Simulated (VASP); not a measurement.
W: relaxation of cell and atoms with PBE

The system is W.

```
W
1.0
    -1.60075    1.60075    1.60075
     1.60075   -1.60075    1.60075
     1.60075    1.60075   -1.60075
W
1
Direct
  0.00000 0.00000 0.00000
```

* Program: VASP 6.6.1
* Task: relaxation of cell and atoms
* Functional: PBE
* Potentials or basis: VASP PAW PBE potentials, release 64 (W_sv)
* Cutoff: 600 eV
* k mesh: 18 × 18 × 18
* Occupations: gaussian, width 0.1 eV
* Spin: no spin polarisation
* Further INCAR settings: ALGO = Normal; EDIFF = 1e-07; IBRION = 2; EDIFFG = -0.005; NSW = 90; ISIF = 3

```yaml
Relaxed_volume: 16.16 Å³/atom
Relaxed_cell: a = 2.759 Å, b = 2.759 Å, c = 2.759 Å, α = 109.47°, β = 109.47°, γ = 109.47°
Space_group_after_relaxing_to_0.05_Å: Im-3m (No. 229)
Energy_gained_by_relaxing: 3.5 meV/atom
Ionic_steps: 4
Pressure_after_relaxing: 0.0 GPa
Band_gap_on_the_k_mesh: none (metal or under the smearing width)
```

Step by step:
| step | energy change (eV) | largest force (eV/Å) | pressure (GPa) | volume (Å³) |
| --- | --- | --- | --- | --- |
| 1 | 0.0000 | 0.0000 | -4.46 | 16.41 |
| 2 | 0.0397 | 0.0000 | 17.79 | 15.35 |
| 3 | -0.0035 | 0.0000 | -0.10 | 16.17 |
| 4 | -0.0035 | 0.0000 | -0.01 | 16.16 |

Final structure:
```xyz
1
Lattice="-1.5928 1.5928 1.5928 1.5928 -1.5928 1.5928 1.5928 1.5928 -1.5928" Properties=species:S:1:pos:R:3 pbc="T T T"
W    -1.5928    1.5928    1.5928
```

Levels at points of the mesh, in eV from the Fermi level:
| k point | band 4 | band 5 | band 6 | band 7 | band 8 | band 9 | band 10 | band 11 |
| --- | --- | --- | --- | --- | --- | --- | --- | --- |
| (0.00, 0.00, 0.00) | -37.79 | -9.53 | -1.19 | -1.19 | -1.19 | 2.22 | 2.22 | 14.47 |
| (0.50, 0.00, 0.00) | -37.80 | -6.15 | -3.47 | 0.61 | 2.10 | 3.06 | 5.98 | 10.77 |
| (0.50, 0.50, 0.50) | -38.64 | -5.68 | -5.68 | 5.03 | 5.03 | 5.03 | 8.09 | 8.09 |

It took 42 s on 1 thread of Intel(R) Xeon(R) Platinum 8488C (Sapphire Rapids), with other jobs on the host, peak memory 0.18 GiB.

The run has no spin-orbit coupling, so splittings on W are missing.
